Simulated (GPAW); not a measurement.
Ir:

```
Ir
1.0
     2.75138    0.00000    0.00000
    -1.37569    2.38276    0.00000
     0.00000    0.00000    4.46229
Ir
2
Direct
  0.33333 0.66667 0.25000
  0.66667 0.33333 0.75000
```

This isn't the form of Ir at room conditions, which is fcc.

- Program: GPAW 26.7.0
- Task: relaxation of cell and atoms
- Functional: PBEsol
- Dispersion: D3(BJ)+ATM
- Potentials or basis: PAW data sets generated in the run's folder for this functional
- Cutoff: 600 eV
- Basis: pw
- k mesh: 8 × 8 × 5
- Occupations: fermi-dirac, width 0.05 eV
- Spin: no spin polarisation

At the start: pressure -18.2 GPa; volume 14.63 Å³/atom.

**Question.** Where does the relaxation end?

**Answer.** Over 6 steps the energy falls by 44.1 meV/atom and the volume is 13.89 Å³/atom (-5.0 %); space group P6_3/mmc (No. 194, to 0.05 Å).

The path:
```
step  energy change (eV)  largest force (eV/Å)  pressure (GPa)  volume (Å³)
   1              0.0000                0.0000          -18.18        29.25
   2             -0.0790                0.0000           -6.27        28.23
   3             -0.0880                0.0000            0.57        27.73
   4             -0.0881                0.0000            0.01        27.77
   5             -0.0882                0.0000           -0.07        27.78
   6             -0.0882                0.0000           -0.05        27.78
```

Final structure:
```
Ir
1.0
     2.70783    0.00000    0.00000
    -1.35391    2.34505    0.00000
     0.00000    0.00000    4.37452
Ir
2
Direct
  0.33333 0.66667 0.25000
  0.66667 0.33333 0.75000
```

Caveat: later steps reuse the first step's grids; pairwise dispersion overbinds metals, which lowers pressure and volume.
